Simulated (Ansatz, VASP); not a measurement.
# HgTe in VASP and in Ansatz

```xyz
2
Lattice="0.0000 3.1800 3.1800 3.1800 0.0000 3.1800 3.1800 3.1800 0.0000" Properties=species:S:1:pos:R:3 pbc="T T T"
Hg    0.0000    0.0000    0.0000
Te    3.1800    3.1800    3.1800
```

Measurements of this composition are mostly on another form, of space group No. 216.

Alike in both runs: task single point; functional LDA; k mesh 7 × 7 × 7; occupations fermi-dirac, width 0.05 eV; no spin polarisation.

|  | VASP | Ansatz |
| --- | --- | --- |
| version | VASP 6.6.1 | Ansatz 0.2.0 |
| potentials or method | VASP PAW LDA potentials, release 64 (Hg, Te) | Ansatz PAW |
| plane-wave cutoff (eV) | 520 | 420 |
| valence electrons in the cell | 18 | 36 |

|  | VASP | Ansatz | Ansatz less VASP |
| --- | --- | --- | --- |
| gap on the k mesh at the Fermi level (eV) | none | none | - |
| pressure (GPa) | -7.7 | -7.8 | -0.14 |

A gap of «none» marks a metal or a gap that the smearing closes. The two sets of potentials don't hold the same shells in valence.

Caveats: the PAW data sets come from PBE, with cores solved anew for the run's functional, which leaves a small shift of forces and pressure (Ansatz). Spin-orbit coupling is left out, which matters for the levels of Hg, Te.
